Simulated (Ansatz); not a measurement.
# MgO (Fm-3m) in Ansatz: a series of runs

Runs on MgO. Level: PBEsol. Tasks: band structure.

Program: Ansatz 0.2.0. These are calculated values, not measurements. Logs are shortened: lines on timing, memory, paths and dates and some standing lists are left out, and cuts for length are marked.

**What was measured.**

“Electronic structure of alkaline earth and post-transition metal oxides”, 2009, arxiv:0908.1581 quotes, for a bulk crystal of MgO: band gap 7.83 eV.

The runs below are set against these values where they give the same quantity.

**1. The structure**

The structure is cubic, space group Fm-3m (No. 225). The conventional cell has a = 4.194 Å, b = 4.194 Å, c = 4.194 Å, α = 90.00°, β = 90.00°, γ = 90.00°. Around Mg (site symmetry m-3m) lie 6 O at 2.10 Å. O (site symmetry m-3m) is surrounded by 6 Mg at 2.10 Å.

The cell is a database's computed one.

**2. Band structure, PBEsol**

Input file input.yaml:

```yaml
crystal:
  lattice:
    - [0.0, 2.0970013927, 2.0970013927]
    - [2.0970013927, 0.0, 2.0970013927]
    - [2.0970013927, 2.0970013927, 0.0]
  atoms:
    - { symbol: Mg, position: [0.0, 0.0, 0.0] }
    - { symbol: O, position: [0.5, 0.5, 0.5] }
kpoints:
  mp_grid: { grid: [11, 11, 11] }
  band_path:
    path:
      - [0.0, 0.0, 0.0]
      - [0.5, 0.0, 0.5]
      - [0.5, 0.25, 0.75]
      - [0.375, 0.375, 0.75]
      - [0.0, 0.0, 0.0]
      - [0.5, 0.5, 0.5]
      - [0.625, 0.25, 0.625]
      - [0.5, 0.25, 0.75]
    npoints: 8
scf:
  occupations: { method: fermi_dirac, width: 0.05 }
hamiltonian:
  xc: pbesol
  pseudopotentials: { kind: all_electron, lapw: { basis_error: 0.001 } }
output:
  forces: true
  stress: true
  eigenvalues: true
```

Potentials or basis: all-electron LAPW, scalar-relativistic.

The run is started by

```
$ ansatz run input.yaml --threads 1 --pin off --max-ram 3072MiB --backend cpu --events-out ev --progress --plain --runs-dir out
```

The program printed:

```text
Warning: RAYON_NUM_THREADS=1 ignored (pool sized by the plan → 1); use --threads N
LAPW: plane waves up to 9.104 Å⁻¹, error target 1.0e-3 eV per atom; small_component_spin mean_spin; O in spheres of 1.030 Å, 8 of its electrons in bands, Dirac shells []; Mg in spheres of 1.067 Å, 10 of its electrons in bands, Dirac shells [] (how accurate: hamiltonian.pseudopotentials.lapw.basis_error, Limitations)
Engine: ansatz 0.2.0, aarch64-unknown-linux-gnu
Pseudopotentials: kind: all_electron
Pseudopotential: Mg, LAPW, valence charge 10, lapw/all_electron/scalar/gaussian/Mg, Koelling and Harmon's equation, gaussian nucleus
Pseudopotential: O, LAPW, valence charge 8, lapw/all_electron/scalar/gaussian/O, Koelling and Harmon's equation, gaussian nucleus
Functional definition: PBEsol
  exchange = pbesol_x
  correlation = pbesol_c
Crystal: 2 atoms, lattice volume = 18.443 Å³
Basis set: ecut = 315.7651663859302 eV, 259 PW (Γ), exchange–correlation at level 2
Bands: 13, of which v1, the nominal top of the filled ones, is band 9 counted from 1 (8 counted from 0)
Symmetry: 48 space group operations
Space group: Fm-3m (ITA 225), of the structure as read, at distance tolerance 2.6e-5 Å
k-points: 56 of 1331
Non-local potential: Mg, projectors of the file, none
Non-local potential: O, projectors of the file, none
Initial density: superposition of atomic densities (chi_scale 0.1, normalization cell, long waves kept (reshape's long-wave potential 0.00 eV rms))
Initial wavefunctions: plane waves of lowest kinetic energy (no species holds an atomic orbital)
Functional: x = pbesol(κ = 0.804, μ = 0.12345679012345678), c = pbesol(β = 0.046)
iter 1 solved again at ethr=1.18e-2 eV; its pass at ethr=1.00e-1 eV (dr2=2.12e0 eV) is discarded
SCF iter   1: F=—  HF=-7485.857905 eV  |F-HF|=—  |Δ(HF+E_count)|=         —  Δρ=1.04e-1  dr2=2.12e0  ethr=1.18e-2  ⟨swp⟩=2.0  Hψ=4790  notcnv=0
preconditioner: auto → none  [insulator: Δε(μ)=6.634 eV  Ē_g=20.252 eV  σ=0.050 eV  W_gap=1.00  n_scr=8 (ndim 8)  ℏωp=24.5 eV  f_vac=0.000  D(μ)=0.00/eV (n_scr^D=0)  ε∞_Penn≈2.5]
iter 2 solved again at ethr=1.95e-4 eV; its pass at ethr=1.18e-2 eV (dr2=3.50e-2 eV) is discarded
SCF iter   2: F=—  HF=-7484.693859 eV  |F-HF|=—  |Δ(HF+E_count)|=    1.16e0  Δρ=1.94e-2  dr2=3.50e-2  ethr=1.95e-4  ⟨swp⟩=2.1  Hψ=3864  notcnv=0
SCF iter   3: F=—  HF=-7484.419569 eV  |F-HF|=—  |Δ(HF+E_count)|=   2.74e-1  Δρ=1.54e-2  dr2=4.72e-2  ethr=1.94e-4  ⟨swp⟩=3.0  Hψ=2365  notcnv=0
SCF iter   4: F=—  HF=-7484.412931 eV  |F-HF|=—  |Δ(HF+E_count)|=         —  Δρ=4.56e-4  dr2=1.09e-5  ethr=1.94e-4  ⟨swp⟩=2.0  Hψ=2184  notcnv=0
the basis was enlarged: its passes take 208.9 KiB over the memory plan, 1 of 1 planned eigensolver slots
SCF iter   5: F=—  HF=-7484.412953 eV  |F-HF|=—  |Δ(HF+E_count)|=   2.22e-5  Δρ=1.23e-4  dr2=1.99e-6  ethr=6.05e-8  ⟨swp⟩=3.0  Hψ=2128  notcnv=0
SCF iter   6: F=—  HF=-7484.412957 eV  |F-HF|=—  |Δ(HF+E_count)|=   3.60e-6  Δρ=1.50e-5  dr2=3.57e-8  ethr=1.11e-8  ⟨swp⟩=2.0  Hψ=1960  notcnv=0
SCF iter   7: F=-7484.412957 eV  HF=-7484.412957 eV  |F-HF|=3.60e-10  |Δ(HF+E_count)|=   2.19e-7  Δρ=2.59e-6  dr2=1.06e-9  ethr=1.98e-10  ⟨swp⟩=2.1  Hψ=1963  notcnv=0
SCF 1 converged in 7 iterations: F = -7484.412957 eV  dr2 = 1.06e-9
NSCF: frozen V_eff on 57 k-points
SCF converged after 7 iterations
Free energy (F): -7484.412957 eV
Harris-Foulkes:  -7484.412957 eV  (|F-HF|=3.60e-10)
Internal energy: -7484.412957 eV  (E = F + TS)
E sigma→0 (E₀):  -7484.412957 eV
Fermi energy:    10.329205 eV
--- Per-component energies (eV) ---
  E_band       = -1281.290130
  E_kinetic    = 7486.513131
  E_xc         = -664.912062
  E_electrostatic = -14306.014026  (all electrons and nuclei)
  E_smearing   = -0.000000  (= −TS)
  E_closure    = 0.000000  (closes the sum)
  E_atoms      = -7471.950774  (free atoms, spherical and without spin; not in F)
  Σ components = -7484.412957   (vs F -7484.412957, Δ=0.00e0)
  Basis errors (estimates in eV, not in F): energy 3.4e-4 per atom: plane waves 3.1e-4 (1.7e-4 summed), levels above the bands 9.7e-131, relativity 5.2e-8, radial functions 3.8e-5, core shells 4.4e-12; eigenvalues (radial functions only) 1.7e-5; not estimated: angular momenta, meshes, grids; target (lapw.basis_error) 1.0e-3; muffin-tin radii O 1.030 Å, Mg 1.067 Å
--- Forces (eV/Å), atoms counted from 1 ---
  atom   1  Mg    -0.00000000     0.00000000     0.00000000
  atom   2  O      0.00000000    -0.00000000    -0.00000000
  max |Σ_I F_I| component: 1.67e-30 eV/Å
--- Stress (GPa, compression-positive) ---
        2.409880       0.000000       0.000000
        0.000000       2.409880      -0.000000
        0.000000      -0.000000       2.409880
  P = ⅓ Tr σ = 2.4099 GPa (24.099 kbar)
--- Band table (eV; the first three rows and the last of 56) ---
  k-point 0: bands = ["-493.4786", "-63.9568", "-30.8768", "-30.8768", "-30.8768", "-9.3702", "7.8885", "7.8885", "7.8885", "12.6495", "23.6020", "23.6020", "23.6020"]
  k-point 1: bands = ["-493.4786", "-63.9560", "-30.8844", "-30.8776", "-30.8776", "-9.2761", "7.3268", "7.8303", "7.8303", "13.1850", "22.4943", "23.8072", "23.8072"]
  k-point 2: bands = ["-493.4786", "-63.9540", "-30.9045", "-30.8796", "-30.8796", "-9.0132", "6.1338", "7.6786", "7.6786", "14.2586", "21.0493", "24.2675", "24.2675"]
  k-point 55: bands = ["-493.4786", "-63.9441", "-30.9346", "-30.9310", "-30.9075", "-7.7054", "4.7161", "4.9303", "6.2181", "19.0546", "19.7521", "20.1340", "23.7381"]
```

It took 7.6 s on 1 thread of Arm Neoverse V1, shared host; peak memory 0.27 GiB.

Results:

| Quantity | Value |
| --- | --- |
| Free energy | -7484.4130 eV |
| Pressure | 2.4 GPa |
| Band gap on the k mesh | 4.76 eV, direct |
| Band gap along the path | 4.76 eV, direct |

Levels at the corners of the path, in eV from the valence-band top:
```
point  band 5  band 6  band 7  band 8  band 9  band 10  band 11  band 12  band 13
    Γ  -38.77  -17.26    0.00    0.00    0.00     4.76    15.71    15.71    15.71
    X  -38.80  -15.65   -4.17   -1.38   -1.38     8.95    10.02    13.10    19.04
    W  -38.80  -15.58   -3.02   -3.02   -1.82    11.59    11.59    12.24    15.56
    K  -38.79  -15.62   -3.57   -2.78   -1.17     9.99    11.83    12.51    18.17
    Γ  -38.77  -17.26    0.00    0.00    0.00     4.76    15.71    15.71    15.71
    L  -38.77  -15.88   -4.73   -0.68   -0.68     7.83    12.65    16.31    16.31
    U  -38.79  -15.62   -3.57   -2.78   -1.17     9.99    11.83    12.51    18.17
    W  -38.80  -15.58   -3.02   -3.02   -1.82    11.59    11.59    12.24    15.56
```

**3. Band structure, PBEsol**

Changes to input.yaml since step 2:

```diff
@@ -25,3 +25,6 @@
   xc: pbesol
-  pseudopotentials: { kind: all_electron, lapw: { basis_error: 0.001 } }
+  pseudopotentials:
+    kind: all_electron
+    lapw: { basis_error: 0.001 }
+    relativity: none
 output:
```

Potentials or basis: all-electron LAPW, non-relativistic.

The run is started by

```
$ ansatz run input.yaml --threads 1 --pin off --max-ram 3072MiB --backend cpu --events-out ev --progress --plain --runs-dir out
```

The program printed:

```text
Warning: RAYON_NUM_THREADS=1 ignored (pool sized by the plan → 1); use --threads N
LAPW: plane waves up to 9.104 Å⁻¹, error target 1.0e-3 eV per atom; O in spheres of 1.030 Å, 8 of its electrons in bands, Dirac shells []; Mg in spheres of 1.067 Å, 10 of its electrons in bands, Dirac shells [] (how accurate: hamiltonian.pseudopotentials.lapw.basis_error, Limitations)
[... 2 set-up lines as earlier in the session ...]
Pseudopotential: Mg, LAPW, valence charge 10, lapw/all_electron/none/Mg, Schrödinger's equation, point nucleus
Pseudopotential: O, LAPW, valence charge 8, lapw/all_electron/none/O, Schrödinger's equation, point nucleus
[... 3 set-up lines as earlier in the session ...]
Crystal: 2 atoms, lattice volume = 18.443 Å³
Basis set: ecut = 315.80656874745495 eV, 259 PW (Γ), exchange–correlation at level 2
Bands: 13, of which v1, the nominal top of the filled ones, is band 9 counted from 1 (8 counted from 0)
[... 2 set-up lines as earlier in the session ...]
k-points: 56 of 1331
[... 5 set-up lines as earlier in the session ...]
iter 1 solved again at ethr=1.18e-2 eV; its pass at ethr=1.00e-1 eV (dr2=2.12e0 eV) is discarded
SCF iter   1: F=—  HF=-7475.574687 eV  |F-HF|=—  |Δ(HF+E_count)|=         —  Δρ=1.04e-1  dr2=2.12e0  ethr=1.18e-2  ⟨swp⟩=2.0  Hψ=4791  notcnv=0
preconditioner: auto → none  [insulator: Δε(μ)=6.687 eV  Ē_g=20.254 eV  σ=0.050 eV  W_gap=1.00  n_scr=8 (ndim 8)  ℏωp=24.5 eV  f_vac=0.000  D(μ)=0.00/eV (n_scr^D=0)  ε∞_Penn≈2.5]
iter 2 solved again at ethr=1.93e-4 eV; its pass at ethr=1.18e-2 eV (dr2=3.47e-2 eV) is discarded
SCF iter   2: F=—  HF=-7474.408935 eV  |F-HF|=—  |Δ(HF+E_count)|=    1.17e0  Δρ=1.93e-2  dr2=3.46e-2  ethr=1.93e-4  ⟨swp⟩=2.1  Hψ=3864  notcnv=0
SCF iter   3: F=—  HF=-7474.135819 eV  |F-HF|=—  |Δ(HF+E_count)|=   2.73e-1  Δρ=1.54e-2  dr2=4.71e-2  ethr=1.92e-4  ⟨swp⟩=3.0  Hψ=2365  notcnv=0
SCF iter   4: F=—  HF=-7474.129250 eV  |F-HF|=—  |Δ(HF+E_count)|=         —  Δρ=4.57e-4  dr2=1.09e-5  ethr=1.92e-4  ⟨swp⟩=2.0  Hψ=2184  notcnv=0
the basis was enlarged: its passes take 191.4 KiB over the memory plan, 1 of 1 planned eigensolver slots
SCF iter   5: F=—  HF=-7474.129273 eV  |F-HF|=—  |Δ(HF+E_count)|=   2.27e-5  Δρ=1.23e-4  dr2=2.00e-6  ethr=6.08e-8  ⟨swp⟩=3.0  Hψ=2128  notcnv=0
SCF iter   6: F=—  HF=-7474.129277 eV  |F-HF|=—  |Δ(HF+E_count)|=   3.64e-6  Δρ=1.48e-5  dr2=3.44e-8  ethr=1.11e-8  ⟨swp⟩=2.0  Hψ=1960  notcnv=0
SCF iter   7: F=-7474.129277 eV  HF=-7474.129277 eV  |F-HF|=3.61e-10  |Δ(HF+E_count)|=   2.13e-7  Δρ=2.57e-6  dr2=1.04e-9  ethr=1.91e-10  ⟨swp⟩=2.1  Hψ=1964  notcnv=0
SCF 1 converged in 7 iterations: F = -7474.129277 eV  dr2 = 1.04e-9
NSCF: frozen V_eff on 57 k-points
SCF converged after 7 iterations
Free energy (F): -7474.129277 eV
Harris-Foulkes:  -7474.129277 eV  (|F-HF|=3.61e-10)
Internal energy: -7474.129277 eV  (E = F + TS)
E sigma→0 (E₀):  -7474.129277 eV
Fermi energy:    10.361468 eV
--- Per-component energies (eV) ---
  E_band       = -1279.714475
  E_kinetic    = 7455.638218
  E_xc         = -663.880402
  E_electrostatic = -14265.887093  (all electrons and nuclei)
  E_smearing   = -0.000000  (= −TS)
  E_closure    = 0.000000  (closes the sum)
  E_atoms      = -7461.635118  (free atoms, spherical and without spin; not in F)
  Σ components = -7474.129277   (vs F -7474.129277, Δ=0.00e0)
  Basis errors (estimates in eV, not in F): energy 3.4e-4 per atom: plane waves 3.1e-4 (1.7e-4 summed), levels above the bands 1.3e-130, relativity 0.0e0, radial functions 3.8e-5, core shells 4.4e-12; eigenvalues (radial functions only) 1.7e-5; not estimated: angular momenta, meshes, grids; target (lapw.basis_error) 1.0e-3; muffin-tin radii O 1.030 Å, Mg 1.067 Å
--- Forces (eV/Å), atoms counted from 1 ---
  atom   1  Mg    -0.00000000     0.00000000    -0.00000000
  atom   2  O      0.00000000     0.00000000    -0.00000000
  max |Σ_I F_I| component: 1.82e-30 eV/Å
--- Stress (GPa, compression-positive) ---
        2.538635       0.000000       0.000000
        0.000000       2.538635       0.000000
        0.000000       0.000000       2.538635
  P = ⅓ Tr σ = 2.5386 GPa (25.386 kbar)
--- Band table (eV; the first three rows and the last of 56) ---
  k-point 0: bands = ["-493.0364", "-63.6387", "-30.8925", "-30.8925", "-30.8925", "-9.3212", "7.8935", "7.8935", "7.8935", "12.7091", "23.6062", "23.6062", "23.6062"]
  k-point 1: bands = ["-493.0364", "-63.6379", "-30.9000", "-30.8933", "-30.8933", "-9.2271", "7.3362", "7.8353", "7.8353", "13.2392", "22.4994", "23.8115", "23.8115"]
  k-point 2: bands = ["-493.0364", "-63.6358", "-30.9202", "-30.8953", "-30.8953", "-8.9638", "6.1478", "7.6834", "7.6834", "14.3046", "21.0566", "24.2728", "24.2728"]
  k-point 55: bands = ["-493.0364", "-63.6256", "-30.9502", "-30.9467", "-30.9232", "-7.6519", "4.7212", "4.9370", "6.2268", "19.0635", "19.7605", "20.1872", "23.7607"]
```

Wall time 7.4 s (1 thread of Arm Neoverse V1, shared host); peak memory 0.27 GiB.

What came out:

* Free energy: -7474.1293 eV
* Pressure: 2.5 GPa
* Band gap on the k mesh: 4.82 eV, direct
* Band gap along the path: 4.82 eV, direct

Levels at the corners of the path, in eV from the valence-band top:
```csv
point,band 7,band 8,band 9,band 10,band 11,band 12
Γ,0.00,0.00,0.00,4.82,15.71,15.71
X,-4.17,-1.38,-1.38,8.95,10.07,13.11
W,-3.02,-3.02,-1.81,11.59,11.59,12.29
K,-3.57,-2.77,-1.17,10.00,11.88,12.51
Γ,0.00,0.00,0.00,4.82,15.71,15.71
L,-4.72,-0.68,-0.68,7.84,12.67,16.31
U,-3.57,-2.77,-1.17,10.00,11.88,12.51
W,-3.02,-3.02,-1.81,11.59,11.59,12.29
```

(Continued in part 2 of 2.)
